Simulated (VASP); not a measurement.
Wanted: the native input for a VASP 6.6.1 run.

| Quantity | Value |
| --- | --- |
| Task | relaxation of cell and atoms |
| Functional | LDA |
| Potentials or basis | VASP PAW LDA potentials, release 64 (Mg, O) |
| Cutoff | 600 eV |
| k mesh | 6 × 6 × 6 |
| Occupations | fermi-dirac, width 0.05 eV |
| Spin | no spin polarisation |
| Further INCAR settings | ALGO = Fast; EDIFF = 1e-07; IBRION = 2; EDIFFG = -0.005; NSW = 60; ISIF = 3 |

The structure of MgO2 lies in POSCAR:

```
MgO2
1.0
    4.8286124700      0.0000000000      0.0000000000
    0.0000000000      4.8286124700      0.0000000000
    0.0000000000      0.0000000000      4.8286124700
Mg O
4 8
Direct
    0.0000000000      0.0000000000      0.0000000000
    0.5000000000      0.0000000000      0.5000000000
    0.5000000000      0.5000000000      0.0000000000
    0.0000000000      0.5000000000      0.5000000000
    0.5894244400      0.9105755600      0.0894244400
    0.9105755600      0.0894244400      0.5894244400
    0.0894244400      0.5894244400      0.9105755600
    0.4105755600      0.4105755600      0.4105755600
    0.5894244400      0.5894244400      0.5894244400
    0.9105755600      0.4105755600      0.0894244400
    0.0894244400      0.9105755600      0.4105755600
    0.4105755600      0.0894244400      0.9105755600
```

The cell is a database's computed one.

These files were run (other wordings do the same):

INCAR

```
PREC = Accurate
ENCUT = 600
EDIFF = 1E-7
ISMEAR = -1
SIGMA = 0.05
LREAL = F
LASPH = T
NELM = 100
ALGO = Fast
ISIF = 3
LWAVE = F
LCHARG = F
IBRION = 2
NSW = 60
EDIFFG = -0.005
```

KPOINTS

```
regular mesh
0
Gamma
  6 6 6
```

Potentials or basis: VASP PAW LDA potentials, release 64 (Mg, O).

Launch:

```console
$ cat potpaw_LDA.64/Mg/POTCAR potpaw_LDA.64/O/POTCAR > POTCAR
$ mpirun -np 1 vasp_std > vasp.out
```

It gave:

```yaml
Relaxed_volume: 8.99 Å³/atom
Relaxed_cell: a = 4.760 Å, b = 4.760 Å, c = 4.760 Å, α = 90.00°, β = 90.00°, γ = 90.00°
Space_group_after_relaxing_to_0.05_Å: Pa-3 (No. 205)
Energy_gained_by_relaxing: 8.7 meV/atom
Ionic_steps: 5
Pressure_after_relaxing: 0.0 GPa
Largest_force_after_relaxing: 0.004 eV/Å
Band_gap_on_the_k_mesh: 4.03 eV, indirect (least direct gap 4.18 eV)
```

Run time: 4.1 min on 1 thread of Intel(R) Xeon(R) 6975P-C (Granite Rapids), with other jobs on the host, peak memory 0.25 GiB.
